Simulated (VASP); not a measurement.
A run of VASP 6.6.1:

INCAR

```
ALGO = Fast ; EDIFF = 1E-7
ENCUT = 520 ; GGA = PE
ISIF = 2 ; ISMEAR = -1
IVDW = 12 ; LASPH = T
LCHARG = F ; LREAL = F
LWAVE = F ; NBANDS = 18
NELM = 100 ; PREC = Accurate
SIGMA = 0.15
```

The input KPOINTS:

```
k-points
0
Gamma
  15 15 10
```

File POSCAR:

```
PtSe2
1.0
    3.7719032155      0.0000000000      0.0000000000
   -1.8859516077      3.2665640053      0.0000000000
    0.0000000000      0.0000000000      4.8214860775
Pt Se
1 2
Direct
    0.0000000000      0.0000000000      0.0000000000
    0.3333333333      0.6666666667      0.2657465366
    0.6666666667      0.3333333333      0.7342534634
```

Potentials or basis: VASP PAW PBE potentials, release 64 (Pt, Se).

Command:

```sh
$ cat potpaw_PBE.64/Pt/POTCAR potpaw_PBE.64/Se/POTCAR > POTCAR
$ mpirun -np 1 vasp_std > vasp.out
```

Hardware: 1 thread of Intel(R) Xeon(R) Platinum 8488C (Sapphire Rapids), with other jobs on the host.

**Question.** Estimate the wall time of this run.

**Answer.** Wall time 3.2 min on 1 thread of Intel(R) Xeon(R) Platinum 8488C (Sapphire Rapids), on a shared host, peak memory 0.38 GiB. Counts: scf iterations 15, k points 238.
